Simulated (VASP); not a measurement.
# Re (R-3m) in VASP: reference runs

Reference runs on Re: the cell as given.

Everything below comes from runs of VASP 6.6.1. Logs are shortened: lines on timing, memory, paths and dates and some standing lists are left out, and cuts for length are marked.

## Step 1: Starting point

It takes space group R-3m (No. 166, trigonal). The conventional cell has a = 2.768 Å, b = 2.768 Å, c = 20.096 Å, α = 90.00°, β = 90.00°, γ = 120.00°. Around Re (site symmetry 3m) lie 12 Re at 2.74 to 2.77 Å. Re (site symmetry -3m) has 12 Re at 2.75 to 2.77 Å as nearest neighbours.

This isn't the form of Re at room conditions, which is hcp.

## Step 2: Single point, PBE

INCAR

```
  PREC = Accurate
  ENCUT = 520
  EDIFF = 1E-7
  ISMEAR = -1
  SIGMA = 0.05
  LREAL = False
  LASPH = True
  NELM = 80
  ALGO = Normal
  ISIF = 2
  LWAVE = False
  LCHARG = False
  GGA = PE
  NBANDS = 18
```

KPOINTS

```
Automatic mesh
0
Gamma
  11 11 11
```

POSCAR

```
Re
1.0
    1.3839231524      0.7990084046      6.6986080885
   -1.3839231524      0.7990084046      6.6986080885
    0.0000000000     -1.5980168092      6.6986080885
Re
3
Direct
    0.7778261200      0.7778261200      0.7778261200
    0.2221738800      0.2221738800      0.2221738800
    0.0000000000      0.0000000000      0.0000000000
```

Potentials or basis: VASP PAW PBE potentials, release 64 (Re).

Run with:

```sh
cat potpaw_PBE.64/Re/POTCAR > POTCAR
mpirun -np 1 vasp_std > vasp.out
```

OUTCAR:

```text
PREC = Accurate
   ENCUT = 520
   EDIFF = 1E-7
   ISMEAR = -1
   LREAL = False
   LASPH = True
   NELM = 80
   ISIF = 2
   GGA = PE

 ion  position               nearest neighbor table
   1  0.778  0.778  0.778-   2 2.74   2 2.74   2 2.74   3 2.75   3 2.75   3 2.75
   2  0.222  0.222  0.222-   1 2.74   1 2.74   1 2.74   3 2.75   3 2.75   3 2.75
   3  0.000  0.000  0.000-   1 2.75   1 2.75   2 2.75   2 2.75   1 2.75   2 2.75

  LATTYP: Found a trigonal (rhomboedric) cell.
 ALAT       =     6.8865817388
 COS(alpha) =     0.9192306603

  Lattice vectors:

 A1 = (   1.3839231524,   0.7990084046,   6.6986080885)
 A2 = (  -1.3839231524,   0.7990084046,   6.6986080885)
 A3 = (   0.0000000000,  -1.5980168092,   6.6986080885)

Analysis of symmetry for initial positions (statically):
=====================================================================
 Subroutine PRICEL returns:
 Original cell was already a primitive cell.

 Routine SETGRP: Setting up the symmetry group for a
 trigonal (rhombohedral) supercell.

 Subroutine GETGRP returns: Found 12 space group operations
 (whereof 12 operations were pure point group operations)
 out of a pool of 12 trial point group operations.

The static configuration has the point symmetry D_3d.

Analysis of symmetry for dynamics (positions and initial velocities):
=====================================================================
 Subroutine PRICEL returns:
 Original cell was already a primitive cell.

 Routine SETGRP: Setting up the symmetry group for a
 trigonal (rhombohedral) supercell.

 Subroutine GETGRP returns: Found 12 space group operations
 (whereof 12 operations were pure point group operations)
 out of a pool of 12 trial point group operations.

The dynamic configuration has the point symmetry D_3d.

 Subroutine INISYM returns: Found 12 space group operations
 (whereof 12 operations are pure point group operations),
 and found     1 'primitive' translations

----------------------------------------------------------------------------------------

                                     Primitive cell

  volume of cell :      44.4426

  direct lattice vectors                    reciprocal lattice vectors
     1.383923152  0.799008405  6.698608089     0.361291737  0.208591882  0.049761582
    -1.383923152  0.799008405  6.698608089    -0.361291737  0.208591882  0.049761582
     0.000000000 -1.598016809  6.698608089     0.000000000 -0.417183764  0.049761582

[... 84 lines left out ...]
   NELM   =     80;   NELMIN=  2; NELMDL= -5     # of ELM steps
   EDIFF  = 0.1E-06   stopping-criterion for ELM
   LREAL  =      F    real-space projection
   EDIFFG = 0.1E-05   stopping-criterion for IOM
   NSW    =      0    number of steps for IOM
   IBRION =     -1    ionic relax: 0-MD 1-quasi-New 2-CG
   NFREE  =      0    steps in history (QN), initial steepest desc. (CG)
   ISIF   =      2    stress and relaxation
   ISYM   =      2    0-nonsym 1-usesym 2-fastsym
   POTIM  = 0.5000    time-step for ionic-motion
   TEBEG  =    0.0;   TEEND  =   0.0 temperature during run
   PSTRESS=    0.0 pullay stress
   NELECT =      21.0000    total number of electrons
   NUPDOWN=      -1.0000    fix difference up-down
   EMIN   =  10.00;   EMAX   =-10.00  energy-range for DOS
   EFERMI =   0.00;   METHOD = LEGACY
   ISMEAR =    -1;   SIGMA  =   0.05  broadening in eV -4-tet -1-fermi 0-gaus
   EFERMI_NEDOS =   21; number of points for ismear=-14 and -15
   IALGO  =     38    algorithm
   IMIX   =      4    mixing-type and parameters
     AMIX     =   0.40;   BMIX     =  1.00
     AMIX_MAG =   1.60;   BMIX_MAG =  1.00
  volume/ion in A,a.u.               =      14.81        99.97
  Fermi-wavevector in a.u.,A,eV,Ry     =   1.275112  2.409612 22.121845  1.625910
  Thomas-Fermi vector in A             =   2.407842
   LORBIT       =      0    0 simple, 1 ext, 2 COOP (PROOUT), +10 PAW based schemes
   GGA     = PE    functional components
   LHFCALC =     F    Hartree Fock is set to
   AEXX    =    0.0000 exact exchange contribution
   IVDW    =     0    specifies the selected vdW correction
   LEPSILON=     F    determine dielectric tensor
   LRPA    =     F    only Hartree local field effects (RPA)
 non-spin polarized calculation
  energy-cutoff  :      520.00
  volume of cell :       44.44
 maximum number of plane-waves:      1213
 NGX is ok and might be reduce to    54
   NGX = 25   NGY = 25   NGZ = 25

 number of electron      21.0000001 magnetization

 Free energy of the ion-electron system (eV)
  ---------------------------------------------------
  ext. energy  EPLUGINS =         0.00000000
  ---------------------------------------------------
  free energy    TOTEN  =       -37.23913841 eV

  energy without entropy =      -37.21640138  energy(sigma->0) =      -37.22776989

 E-fermi :   7.8805     XC(G=0): -13.6937

 val. band max:        7.8736242605   @ k =  -0.4545   0.1818   0.1818
 cond. band min:       7.8889675480   @ k =  -0.4545   0.4545   0.0909
 fundamental gap:      0.0153432875
 Fermi energy:         7.8804961791

 k-point     1 :       0.0000    0.0000    0.0000
  band No.  band energies     occupation
      1      -2.0176      2.00000
      2       1.0437      2.00000
      3       1.1060      2.00000
      4       5.9459      2.00000
      5       5.9459      2.00000
      6       6.0732      2.00000
[... 481 lines left out ...]
      5       4.0206      2.00000
      6       4.5745      2.00000
[... 10 lines left out ...]
     17      13.5092      0.00000
     18      13.6558      0.00000

 [... further k-points ...]

------------------------ aborting loop because EDIFF is reached ----------------------------------------

  FORCE on cell =-STRESS in cart. coord.  units (eV):
  Direction    XX          YY          ZZ          XY          YZ          ZX
  --------------------------------------------------------------------------------------
  -------------------------------------------------------------------------------------
  Total        0.9338522      0.9338522      0.8731664      0.0000000      0.0000000      0.0000000
  in kB       33.6658508     33.6658508     31.4780973      0.0000000      0.0000000      0.0000000
  external PRESSURE =      32.9365996 kB  Pullay stress =       0.0000000 kB

 VOLUME and BASIS-vectors are now :
 -----------------------------------------------------------------------------
  energy-cutoff  :      520.00
  volume of cell :       44.44
      direct lattice vectors                 reciprocal lattice vectors
     1.383923152  0.799008405  6.698608089     0.361291737  0.208591882  0.049761582
    -1.383923152  0.799008405  6.698608089    -0.361291737  0.208591882  0.049761582
     0.000000000 -1.598016809  6.698608089     0.000000000 -0.417183764  0.049761582

 POSITION                                       TOTAL-FORCE (eV/Angst)
 -----------------------------------------------------------------------------------
      0.00000      0.00000     15.63106         0.000000      0.000000     -0.030481
      0.00000      0.00000      4.46477         0.000000     -0.000000      0.030481
      0.00000      0.00000      0.00000         0.000000      0.000000      0.000000
 -----------------------------------------------------------------------------------
    total drift:                                0.000000      0.000000     -0.000000

  FREE ENERGIE OF THE ION-ELECTRON SYSTEM (eV)
  ---------------------------------------------------
  free  energy   TOTEN  =       -37.2391384123 eV

  energy  without entropy=      -37.2164013762  energy(sigma->0) =      -37.22776989
```

OSZICAR:

```text
N       E                     dE             d eps       ncg     rms          rms(c)
DAV:   1     0.723600332927E+02    0.72360E+02   -0.96920E+03 10116   0.140E+03
DAV:   2    -0.310663634458E+02   -0.10343E+03   -0.94497E+02  9636   0.407E+02
DAV:   3    -0.388316874247E+02   -0.77653E+01   -0.67434E+01  8580   0.216E+02
DAV:   4    -0.393431036789E+02   -0.51142E+00   -0.47572E+00  8944   0.367E+01
DAV:   5    -0.393670998911E+02   -0.23996E-01   -0.23340E-01  8784   0.666E+00    0.516E+01
DAV:   6    -0.378062841996E+02    0.15608E+01   -0.15017E+00  8822   0.301E+01    0.209E+01
DAV:   7    -0.373894926215E+02    0.41679E+00   -0.18726E+00 10408   0.311E+01    0.289E+00
DAV:   8    -0.372529130705E+02    0.13658E+00   -0.62556E-01 10114   0.161E+01    0.672E-01
DAV:   9    -0.372401627912E+02    0.12750E-01   -0.24480E-02  8378   0.146E+00    0.253E-01
DAV:  10    -0.372391454922E+02    0.10173E-02   -0.18402E-03  9770   0.797E-01    0.106E-01
DAV:  11    -0.372391477713E+02   -0.22791E-05   -0.45307E-05  8408   0.651E-02    0.813E-02
DAV:  12    -0.372391386653E+02    0.91059E-05   -0.70652E-05  8900   0.835E-02    0.137E-02
DAV:  13    -0.372391394427E+02   -0.77741E-06   -0.30694E-06  8008   0.281E-02    0.124E-02
DAV:  14    -0.372391387892E+02    0.65348E-06   -0.29572E-07  4250   0.114E-02    0.955E-03
DAV:  15    -0.372391383437E+02    0.44558E-06   -0.11391E-06  7178   0.890E-03    0.923E-04
DAV:  16    -0.372391384123E+02   -0.68655E-07   -0.27059E-08  3140   0.524E-03
   1 F= -.37239138E+02 E0= -.37227770E+02  d E =-.227370E-01
```

stdout:

```text
POSCAR found type information on POSCAR Re
 POSCAR found :  1 types and       3 ions
 scaLAPACK will be used
 LDA part: xc-table for (Slater+PW92), standard interpolation
 POSCAR, INCAR and KPOINTS ok, starting setup
 FFT: planning ... GRIDC
 FFT: planning ... GRID_SOFT
 FFT: planning ... GRID
 WAVECAR not read
 entering main loop
```

It took 9.3 min on 1 thread of AMD EPYC 9R45 (Zen 5), shared host; peak memory 0.41 GiB.

What came out:

```yaml
Free_energy: -37.2391 eV
Pressure: 3.3 GPa
Largest_force: 0.030 eV/Å
Band_gap_on_the_k_mesh: none (metal or under the smearing width)
```

Forces in eV/Å, atoms in the order of the input:
```
Re   0.000  0.000 -0.030
Re   0.000  0.000  0.030
Re   0.000  0.000  0.000
```

Levels at points of the mesh, in eV from the Fermi level:
```csv
k point,band 6,band 7,band 8,band 9,band 10,band 11,band 12,band 13,band 14,band 15
"(0.00, 0.00, 0.00)",-1.81,-1.76,-1.60,-1.52,-1.52,-1.14,-1.14,0.56,0.56,2.58
```
